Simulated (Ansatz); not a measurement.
A crystal relaxed with r2SCAN in Ansatz has space group Fm-3m (No. 225) and a = 5.062 Å.

```
atom  site       x       y       z
  Xx    4a  0.0000  0.0000  0.0000
   S    4b  0.5000  0.0000  0.0000
```

With r2SCAN the valence top lies at K–Γ (0.50 of the way from K) and the conduction bottom at X, 0.13 eV higher; the smallest vertical gap, at X, is 2.78 eV. With HSE06 the valence top lies at K–Γ (0.50 of the way from K) and the conduction bottom at X, 0.73 eV higher; the smallest vertical gap, at X, is 3.45 eV. With PBE the bands overlap by 0.30 eV (counted from 1, band 9 peaks at K–Γ (0.50 of the way from K) and band 10 bottoms out at X): no gap. Meshes: r2SCAN 8×8×8, HSE06 6×6×6, PBE 8×8×8.

Task: Which element is Xx?
A. Mg
B. Cd
C. Hg
D. Zn

Result: D. Xx is Zn: ZnS (rocksalt). Zn is surrounded by 6 S at 2.53 Å; S is surrounded by 6 Zn at 2.53 Å.

All values are calculated for a non-magnetic cell, which may be hypothetical.

Overlapping bands make a metal at that level, for which these meshes are coarse; small forces, stresses and energy differences are uncertain.

Where an edge lies off the special points, it is a point of the mesh or the k point where a search put PBE's edge or least direct gap, reused for the other functionals, whose own edges may lie a little apart; PBE's own value is read along its path and can be a few hundredths of an eV high.

The meshes of the hybrids are coarse, so their gaps aren't converged to the digits shown.
